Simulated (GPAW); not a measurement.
Set up this calculation in GPAW 26.7.0, as an ASE script.

```
Task                : relaxation of cell and atoms
Functional          : PBEsol
Dispersion          : D3(BJ)+ATM
Potentials or basis : PAW data sets generated in the run's folder for this functional
Cutoff              : 600 eV
Basis               : pw
k mesh              : 8 × 8 × 4
Occupations         : fermi-dirac, width 0.05 eV
Spin                : no spin polarisation
Maxiter             : 150
Optimizer           : BFGS
Fmax                : 0.02 eV/Å
Max steps           : 60
Convergence         : density=1e-05 forces=0.0001
```

The system is Pt.

```
Pt
1.0
     2.76067    0.00000    0.00000
    -1.38033    2.39081    0.00000
     0.00000    0.00000    4.79213
Pt
2
Cartesian
  0.0000 1.5939 1.1980
  1.3803 0.7969 3.5941
```

This isn't the form of Pt at room conditions, which is fcc.

These files were run (other wordings do the same):

run.py

```python
from ase import Atoms
from ase.calculators.mixing import SumCalculator
from ase.filters import FrechetCellFilter
from ase.io import write
from ase.optimize import BFGS
from dftd3.ase import DFTD3
from gpaw import GPAW, PW, setup_paths

setup_paths.insert(0, '.')

atoms = Atoms(['Pt', 'Pt'],
              cell=[[2.7606656158, 0.0, 0.0],
                    [-1.3803328079, 2.3908065546, 0.0],
                    [0.0, 0.0, 4.792134]],
              scaled_positions=[[0.3333333333, 0.6666666667, 0.25],
                                [0.6666666667, 0.3333333333, 0.75]],
              pbc=True)

calc = GPAW(mode=PW(600),
            xc='PBEsol',
            kpts={'size': (8, 8, 4), 'gamma': True},
            occupations={'name': 'fermi-dirac', 'width': 0.05},
            nbands=29,
            convergence={'density': 1e-05, 'forces': 0.0001},
            maxiter=150,
            txt='gpaw.txt')
atoms.calc = SumCalculator([calc, DFTD3(damping='d3bj', params_tweaks=dict(method='pbesol', atm=True))])
opt = BFGS(FrechetCellFilter(atoms), trajectory='relax.traj', logfile='-')
done = opt.run(fmax=0.02, steps=60)
calc.write('gs.gpw')
write('result.traj', atoms)
print('Converged:', done)
print('Cell:', atoms.cell.cellpar().round(4))
print('Volume:', round(atoms.get_volume(), 4))
print(atoms.get_scaled_positions().round(5))
```

Potentials or basis: PAW data sets generated in the run's folder for this functional, pw.

Command:

```bash
$ gpaw-setup -f PBEsol Pt
$ OMP_NUM_THREADS=1 python run.py
```

It gave:

```
Relaxed volume                         : 14.83 Å³/atom
Relaxed cell                           : a = 2.725 Å, b = 2.725 Å, c = 4.611 Å, α = 90.00°, β = 90.00°, γ = 120.00°
Space group after relaxing (to 0.05 Å) : P6_3/mmc (No. 194)
Energy gained by relaxing              : 55.6 meV/atom
Ionic steps                            : 7
Pressure after relaxing                : 0.0 GPa
Band gap on the k mesh                 : none (metal or under the smearing width)
Dispersion energy per atom             : -0.648 eV
```

Caveat: later steps reuse the first step's grids; pairwise dispersion overbinds metals, which lowers pressure and volume.

Run time: 110 s on 1 thread of Arm Neoverse V1, on a shared host, peak memory 0.25 GiB.
